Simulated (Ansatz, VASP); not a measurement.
## Ta (Ta wire along [110], 23 atoms a period): VASP beside Ansatz

Aim: how closely do two programs agree when they are given the same cell, functional and k mesh? The structure shown is the start of the Ansatz relaxation below; VASP solves that cell, so the two are compared at the walk's first step.

Program: Ansatz 0.2.0. Level of theory: plane waves, with VASP 6.6.1 beside it; single point at PBE. Results are calculated unless marked as measured.

## (1) The structure

The cell holds 23 atoms: 23 Ta. Its edges and angles: a = 16.760 Å, b = 16.190 Å, c = 4.695 Å, α = 90.0°, β = 90.0°, γ = 90.0°. Vacuum lies along a and b. The structure's axis is c.

## (2) Ansatz: relaxation, PBE

Ansatz runs on its PAW soft_1 files.

The two programs are compared at the cell with which this relaxation starts, whose forces are those of its first step.

Input file input.yaml:

```yaml
crystal:
  lattice:
    - [16.76, 0.0, 0.0]
    - [0.0, 16.19, 0.0]
    - [0.0, 0.0, 4.6951890271]
  atoms:
    - { symbol: Ta, position: [0.301909308, 0.500011676, 0.0] }
    - { symbol: Ta, position: [0.400954654, 0.355008926, 0.0] }
    - { symbol: Ta, position: [0.5, 0.210006177, 0.0] }
    - { symbol: Ta, position: [0.5, 0.500011676, 0.0] }
    - { symbol: Ta, position: [0.599045346, 0.355008926, 0.0] }
    - { symbol: Ta, position: [0.698090692, 0.500011676, 0.0] }
    - { symbol: Ta, position: [0.202863962, 0.500011676, 0.5] }
    - { symbol: Ta, position: [0.301909308, 0.355008926, 0.5] }
    - { symbol: Ta, position: [0.301909308, 0.645014425, 0.5] }
    - { symbol: Ta, position: [0.400954654, 0.210006177, 0.5] }
    - { symbol: Ta, position: [0.400954654, 0.500011676, 0.5] }
    - { symbol: Ta, position: [0.400954654, 0.790017174, 0.5] }
    - { symbol: Ta, position: [0.5, 0.355008926, 0.5] }
    - { symbol: Ta, position: [0.5, 0.645014425, 0.5] }
    - { symbol: Ta, position: [0.599045346, 0.210006177, 0.5] }
    - { symbol: Ta, position: [0.599045346, 0.500011676, 0.5] }
    - { symbol: Ta, position: [0.599045346, 0.790017174, 0.5] }
    - { symbol: Ta, position: [0.698090692, 0.355008926, 0.5] }
    - { symbol: Ta, position: [0.698090692, 0.645014425, 0.5] }
    - { symbol: Ta, position: [0.797136038, 0.500011676, 0.5] }
    - { symbol: Ta, position: [0.400954654, 0.645014425, 0.0] }
    - { symbol: Ta, position: [0.5, 0.790017174, 0.0] }
    - { symbol: Ta, position: [0.599045346, 0.645014425, 0.0] }
kpoints:
  mp_grid: { grid: [1, 1, 18] }
scf:
  occupations: { method: fermi_dirac, width: 0.05 }
hamiltonian:
  xc: pbe
  pseudopotentials: { kind: paw, azcp: { folder: soft_1 } }
relax:
  cell: { fix: [a, b, alpha, beta, gamma] }
  max_steps: 45
  f_tol: 0.03
```

Launch:

```
> ansatz run input.yaml --threads 4 --pin off --max-ram 16384MiB --backend cpu --events-out ev --progress --plain --runs-dir out
```

Numbers of over 12 decimals in the logs are rounded to 6 here.

Output:

```text
Engine: ansatz 0.2.0, aarch64-unknown-linux-gnu
Pseudopotentials: kind: paw
Pseudopotential: Ta, paw, valence charge 13, recommended cutoff 420 eV (normal), soft_1/Ta.paw.azcp
Functional definition: PBE
  parameter kappa = 0.804
  parameter beta = 0.066725
  exchange = pbe_x(kappa = kappa, mu = beta*pi^2/3)
  correlation = pbe_c(beta = beta)
Crystal: 23 atoms, lattice volume = 1274.013 Å³
Basis set: ecut = 420 eV, 24829 PW (Γ), exchange–correlation on 240×240×64 points (8 copies of the dense FFT grid, shifted against one another)
Bands: 180, of which v1, the nominal top of the filled ones, is band 150 counted from 1 (149 counted from 0)
Symmetry: 8 space group operations
Space group: Pmmm (ITA 47), of the structure as read, at distance tolerance 1.1e-4 Å
k-points: 10 of 18
Non-local potential: Ta, projectors of the file, l = 0: 3, l = 1: 2, l = 2: 2, l = 3: 1
PAW form: soft (Blöchl's): semilocal exchange-correlation on the pseudo side does not see the compensation charge
PAW one-centre angular grid: Ta, 590 points (default); XC on 64 Gauss nodes
Initial density: superposition of atomic densities (neutral atoms: chi_scale 0, normalization atom)
Initial wavefunctions: pseudopotential atomic-orbital guess
Functional: x = pbe(κ = 0.804, μ = 0.219515), c = pbe(β = 0.066725)
SCF iter   1: F=—  HF=-228461.059986 eV  |F-HF|=—  |Δ(HF+E_count)|=         —  Δρ=4.41e-2  dr2=3.08e2  ethr=3.10e-3  ⟨swp⟩=11.9  Hψ=8503  notcnv=0  defer=10
preconditioner: auto → LDOS  [metal: Δε(μ)=0.016 eV  Ē_g=3.986 eV  σ=0.050 eV  W_gap=0.08  n_scr=218 (ndim 8)  ℏωp=11.2 eV  f_vac=0.500  D(μ)=24.82/eV (n_scr^D=144)  β→1.0]
SCF iter   2: F=—  HF=-228457.223040 eV  |F-HF|=—  |Δ(HF+E_count)|=    3.84e0  Δρ=5.58e-2  dr2=6.52e2  ethr=3.10e-3  ⟨swp⟩=8.3  Hψ=7974  notcnv=0  defer=97
SCF iter   3: F=—  HF=-228434.291702 eV  |F-HF|=—  |Δ(HF+E_count)|=    2.29e1  Δρ=1.06e-2  dr2=1.83e0  ethr=3.10e-3  ⟨swp⟩=7.2  Hψ=5808  notcnv=0  defer=39
SCF iter   4: F=—  HF=-228434.267279 eV  |F-HF|=—  |Δ(HF+E_count)|=   2.44e-2  Δρ=3.33e-3  dr2=4.77e-1  ethr=6.12e-4  ⟨swp⟩=6.1  Hψ=4002  notcnv=0  defer=35
SCF iter   5: F=—  HF=-228434.283470 eV  |F-HF|=—  |Δ(HF+E_count)|=   1.62e-2  Δρ=1.52e-3  dr2=2.30e-1  ethr=1.60e-4  ⟨swp⟩=5.0  Hψ=3008  notcnv=0  defer=36
SCF iter   6: F=—  HF=-228434.283535 eV  |F-HF|=—  |Δ(HF+E_count)|=   6.49e-5  Δρ=6.20e-4  dr2=4.30e-2  ethr=7.68e-5  ⟨swp⟩=2.3  Hψ=2001  notcnv=0  defer=31
SCF iter   7: F=—  HF=-228434.282945 eV  |F-HF|=—  |Δ(HF+E_count)|=   5.90e-4  Δρ=1.83e-4  dr2=3.05e-3  ethr=1.44e-5  ⟨swp⟩=2.0  Hψ=2108  notcnv=0  defer=31
SCF iter   8: F=—  HF=-228434.283008 eV  |F-HF|=—  |Δ(HF+E_count)|=   6.33e-5  Δρ=5.92e-5  dr2=1.77e-4  ethr=1.02e-6  ⟨swp⟩=2.5  Hψ=2339  notcnv=0  defer=31
SCF iter   9: F=—  HF=-228434.283033 eV  |F-HF|=—  |Δ(HF+E_count)|=   2.45e-5  Δρ=2.01e-5  dr2=4.33e-5  ethr=5.92e-8  ⟨swp⟩=2.8  Hψ=2435  notcnv=0  defer=31
SCF iter  10: F=—  HF=-228434.283289 eV  |F-HF|=—  |Δ(HF+E_count)|=   2.56e-4  Δρ=6.89e-6  dr2=4.50e-6  ethr=1.45e-8  ⟨swp⟩=1.9  Hψ=2038  notcnv=0  defer=31
SCF iter  11: F=—  HF=-228434.283289 eV  |F-HF|=—  |Δ(HF+E_count)|=   6.01e-8  Δρ=2.30e-6  dr2=1.39e-7  ethr=1.50e-9  ⟨swp⟩=3.0  Hψ=2533  notcnv=0  defer=31
SCF iter  12: F=-228434.283289 eV  HF=-228434.283289 eV  |F-HF|=5.18e-9  |Δ(HF+E_count)|=   5.68e-8  Δρ=7.24e-7  dr2=1.69e-8  ethr=3.34e-11  ⟨swp⟩=6.0  Hψ=6391  notcnv=0
SCF 1 converged in 12 iterations: F = -228434.283289 eV  dr2 = 1.69e-8
  greatest PAW one-centre occupation: 0.999 electrons in one spin orbital (limit 2), on the Ta atom at site 15 (counted from 0), in its partial waves of l = 0
relax step   1: F+E_penalty+E_count = -228434.28328897 eV  Δ(F+E_penalty+E_count) = +0.000e0 eV  max|allowed force component| = 2.726e0 eV/Å  Δτ_max = 0.0000 Å  P = -5.195 GPa  Ω = 1274.013 Å³  fix = [a, b, alpha, beta, gamma]  reactions: a -4.923, b -5.279 GPa  (12 SCF iters, dr2 threshold 1.00e-7 eV, accepted)
[...]
relax step   8: F+E_penalty+E_count = -228437.88674775 eV  Δ(F+E_penalty+E_count) = -3.699e-4 eV  max|allowed force component| = 3.116e-2 eV/Å  Δτ_max = 0.0065 Å  P = +0.016 GPa  Ω = 1228.835 Å³  energy of the carried Pulay correction = +3.098e-3 eV  fix = [a, b, alpha, beta, gamma]  reactions: a +0.023, b -0.031 GPa  (6 SCF iters, dr2 threshold 6.29e-8 eV, accepted)
[...]
relax step   9: F+E_penalty+E_count = -228437.88698236 eV  Δ(F+E_penalty+E_count) = -2.346e-4 eV  max|allowed force component| = 1.291e-2 eV/Å  Δτ_max = 0.0029 Å  P = -0.017 GPa  Ω = 1229.765 Å³  energy of the carried Pulay correction = +3.033e-3 eV  fix = [a, b, alpha, beta, gamma]  reactions: a -0.001, b -0.040 GPa  (6 SCF iters, dr2 threshold 6.07e-8 eV, accepted)
[...]
relax step  10: F+E_penalty+E_count = -228437.88405075 eV  Δ(F+E_penalty+E_count) = +2.932e-3 eV  max|allowed force component| = 1.307e-2 eV/Å  Δτ_max = 0.0000 Å  P = -0.017 GPa  Ω = 1229.765 Å³  fix = [a, b, alpha, beta, gamma]  reactions: a -0.000, b -0.039 GPa  stress off target by 1.03e-2 GPa on what of the cell is left free  SCF on the basis re-selected at this cell (its energy is not comparable with the rows above)  (5 SCF iters)
basis re-selected at this cell: Δ(F+E_penalty+E_count) = +2.932e-3 eV, ΔP = +0.000 GPa vs the last step (what re-selecting the basis moved, of the pressure what is left beyond the Pulay correction that the steps carried, after the strain that the cell walked since its last selection, with what the two solves' SCF thresholds leave and, on support functions, any second-order correction that the steps lacked; it is no m [...]
SCF converged after 5 iterations
Free energy (F): -228437.884051 eV
Harris-Foulkes:  -228437.884051 eV  (|F-HF|=8.73e-11)
Internal energy: -228437.672389 eV  (E = F + TS)
E sigma→0 (E₀):  -228437.778220 eV
Entropy (-TS):   -0.211662 eV (-9.203 meV/atom)
Fermi energy:    4.057736 eV
--- Per-component energies (eV) ---
  E_band       = -6785.292589
  E_kinetic    = 9052.949721
  E_local      = -153674.616205  (includes V_loc(G=0)·N_el)
  E_nonlocal   = -249.738689
  E_hartree    = 72899.518545
  E_xc         = -7369.222979
  E_vxc        = -5346.929744  (∫ρ·V_xc dr)
  E_paw        = -191004.367095  (= ΣΔE_a)
  E_vpaw       = -2365.998553  (= ΣTr[D̂ρ^β])
  E_aug_tail   = 0.002150  (compensation charges beyond the density's cutoff)
  E_ewald      = 41907.802164
  E_smearing   = -0.211662  (= −TS)
  E_closure    = 0.000000  (closes the sum)
  Σ components = -228437.884051   (vs F -228437.884051, Δ=0.00e0)
--- Forces (eV/Å), atoms counted from 1 ---
  atom   1  Ta     0.00625115    -0.00000000     0.00000000
  atom   2  Ta    -0.00036109    -0.00171607     0.00000000
  atom   3  Ta     0.00000000    -0.00028570     0.00000000
  atom   4  Ta    -0.00000000     0.00000000     0.00000000
  atom   5  Ta     0.00036109    -0.00171607     0.00000000
  atom   6  Ta    -0.00625115     0.00000000    -0.00000000
  atom   7  Ta    -0.01307039    -0.00000000    -0.00000000
  atom   8  Ta     0.00176655     0.00443582    -0.00000000
  atom   9  Ta     0.00176655    -0.00443582     0.00000000
  atom  10  Ta     0.00551740     0.00070454     0.00000000
  atom  11  Ta     0.00516819     0.00000000     0.00000000
  atom  12  Ta     0.00551740    -0.00070454     0.00000000
  atom  13  Ta     0.00000000    -0.00207312     0.00000000
  atom  14  Ta    -0.00000000     0.00207312    -0.00000000
  atom  15  Ta    -0.00551740     0.00070454    -0.00000000
  atom  16  Ta    -0.00516819    -0.00000000    -0.00000000
  atom  17  Ta    -0.00551740    -0.00070454    -0.00000000
  atom  18  Ta    -0.00176655     0.00443582    -0.00000000
  atom  19  Ta    -0.00176655    -0.00443582     0.00000000
  atom  20  Ta     0.01307039     0.00000000     0.00000000
  atom  21  Ta    -0.00036109     0.00171607    -0.00000000
  atom  22  Ta    -0.00000000     0.00028570    -0.00000000
  atom  23  Ta     0.00036109     0.00171607    -0.00000000
  max |Σ_I F_I| component: 2.06e-18 eV/Å
--- Stress (GPa, compression-positive) ---
       -0.000441       0.000000      -0.000000
        0.000000      -0.039132       0.000000
       -0.000000       0.000000      -0.010328
  P = ⅓ Tr σ = -0.0166 GPa (-0.166 kbar)
--- Relaxed structure (9 steps of the walk, 7 accepted, 1 SCFs on fresh bases) ---
  F+E_penalty+E_count = -228437.88405075 eV   max|allowed force component| = 1.307e-2 eV/Å   (the final SCF, on the basis selected at the relaxed cell)
  cell:  # Å, volume = 1229.7653 Å³
    - [16.76, 0, 0]
    - [0, 16.19, 0]
    - [0, 0, 4.532120]
  atoms:
    - { symbol: Ta, position: [0.302862, 0.500012, 0] }
    - { symbol: Ta, position: [0.399884, 0.351884, 0] }
    - { symbol: Ta, position: [0.5, 0.215607, 0] }
    - { symbol: Ta, position: [0.5, 0.500012, 0] }
    - { symbol: Ta, position: [0.600116, 0.351884, 0] }
    - { symbol: Ta, position: [0.697138, 0.500012, 0] }
    - { symbol: Ta, position: [0.215898, 0.500012, 0.5] }
    - { symbol: Ta, position: [0.300397, 0.364428, 0.5] }
    - { symbol: Ta, position: [0.300397, 0.635596, 0.5] }
    - { symbol: Ta, position: [0.409394, 0.225859, 0.5] }
    - { symbol: Ta, position: [0.398017, 0.500012, 0.5] }
    - { symbol: Ta, position: [0.409394, 0.774165, 0.5] }
    - { symbol: Ta, position: [0.5, 0.362299, 0.5] }
    - { symbol: Ta, position: [0.5, 0.637724, 0.5] }
    - { symbol: Ta, position: [0.590606, 0.225859, 0.5] }
    - { symbol: Ta, position: [0.601983, 0.500012, 0.5] }
    - { symbol: Ta, position: [0.590606, 0.774165, 0.5] }
    - { symbol: Ta, position: [0.699603, 0.364428, 0.5] }
    - { symbol: Ta, position: [0.699603, 0.635596, 0.5] }
    - { symbol: Ta, position: [0.784102, 0.500012, 0.5] }
    - { symbol: Ta, position: [0.399884, 0.648140, 0] }
    - { symbol: Ta, position: [0.5, 0.784416, 0] }
    - { symbol: Ta, position: [0.600116, 0.648140, 0] }
```

(Part 1 of 2 ends here.)

[Lines on the potential files, build, host, timing and source positions are cut from VASP's logs without a mark.]

[Logs are printed without paths, hosts, clocks, repeated set-up lines and the standing remarks that a program may print on its own settings, such as how far it seeks lower states.]

[Hosts, paths, dates, database ids (printed as entryN), source tags and the programs' standing remarks are cut or masked in the printed files.]
